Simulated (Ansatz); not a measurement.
## Stability checks on a candidate for NaCl

The cell was found from a structure generator's guess, not taken from experiment.

All numbers below come from DFT PBE, scalar-relativistic, plane waves, PAW in Ansatz 0.2.0. Settings of the last relaxation (2-atom cell): 420 eV, 6×6×1 k points, Gaussian smearing of 0.02 eV, no spin polarisation.

Only a and b repeat, and vacuum parts the sheet from its images along c.

```yaml
crystal:
  periodic: [true, true, false]
  lattice:
    - [4.54201, 0.00000, 0.00000]
    - [-2.27100, 3.93350, 0.00000]
    - [0.00000, 0.00000, 25.45122]
  atoms:
    - { symbol: Na, position: [0.00000, 0.00000, 0.29469] }
    - { symbol: Cl, position: [0.66667, 0.33333, 0.29467] }
```

The zero of energy is the elements' standard structures at the same level (Cl₂ as a molecule); no fitted shifts are applied.

Q: These tests were run: energy against the elements; phonons on a 3×3×1 q mesh. What do they show?

A:

| test | result |
| --- | --- |
| energy against the elements | −1.661 eV/atom |
| phonons on a 3×3×1 q mesh | no imaginary mode on the mesh |

It fails none of these tests. Other phases of the system weren't compared here, so this isn't yet thermodynamic stability.

The run for the phonons used a 6×6×1 k mesh.
